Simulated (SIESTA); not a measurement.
The system is MnO.

```xyz
4
Lattice="3.1546 0.0000 0.0000 0.0000 4.3971 0.0000 0.0000 0.0000 3.0966" Properties=species:S:1:pos:R:3 pbc="T T T"
Mn    1.5773    0.0000    2.2552
Mn    0.0000    2.1985    0.8414
O     0.0000    0.0000    0.7315
O     1.5773    2.1985    2.3651
```

The cell is a database's computed one.

```yaml
Program: SIESTA 5.4.2
Task: single point
Functional: PBEsol
Potentials_or_basis: PseudoDojo 0.4 standard (PBEsol files)
Basis: DZP (energy shift 0.003 Ry; two zetas on semicore shells)
Grid_cutoff: 800 Ry
Energy_shift: 0.003 Ry
k_mesh: 8 × 6 × 9
Occupations: fermi-dirac, width 0.05 eV
Spin: collinear spin, ferromagnetic start
Starting_moments: "[4.0, 4.0, 0.0, 0.0] μB"
```

On this cell: pressure -3.7 GPa; largest force 0.349 eV/Å; net moment 9.46 μB per cell; site moments Mn +4.55; O +0.18 μB; band gap on the k mesh none (metal or under the smearing width).

The same run follows on a disturbed copy (atoms moved at random, drawn with an rms of 0.05 Å):

```
CELL_PARAMETERS angstrom
3.15461 0.00000 0.00000
0.00000 4.39706 0.00000
0.00000 0.00000 3.09659
ATOMIC_POSITIONS crystal
Mn 0.49267 0.00583 0.73992
Mn 0.98911 0.52102 0.26021
O 0.00248 0.00427 0.23587
O 0.48983 0.49918 0.77030
```

Question: What does the disturbed cell give?

Answer: The energy (extrapolated to zero smearing) moves by +4.4 meV/atom; pressure -3.3 GPa; largest force 0.627 eV/Å; net moment 9.46 μB per cell; site moments Mn +4.55; O +0.18 μB; band gap on the k mesh none (metal or under the smearing width).

Forces on the atoms (eV/Å):
```
Mn   0.086  0.128  0.115
Mn   0.059 -0.623 -0.043
O   -0.190  0.211  0.218
O    0.045  0.284 -0.291
```

Stress tensor (GPa, compression positive):
```
-4.76  0.01  0.00
 0.01 -2.73  0.04
 0.00  0.04 -2.46
```

Caveats: short orbitals over semicore shells can move pressures by several GPa; the basis of atomic orbitals isn't converged, which shifts pressures, moduli and gaps; semilocal functionals often make such compounds metallic where correlation or magnetic order opens a gap, which also shifts bond lengths; only a ferromagnetic start was run, and an antiferromagnetic order may lie lower in energy.
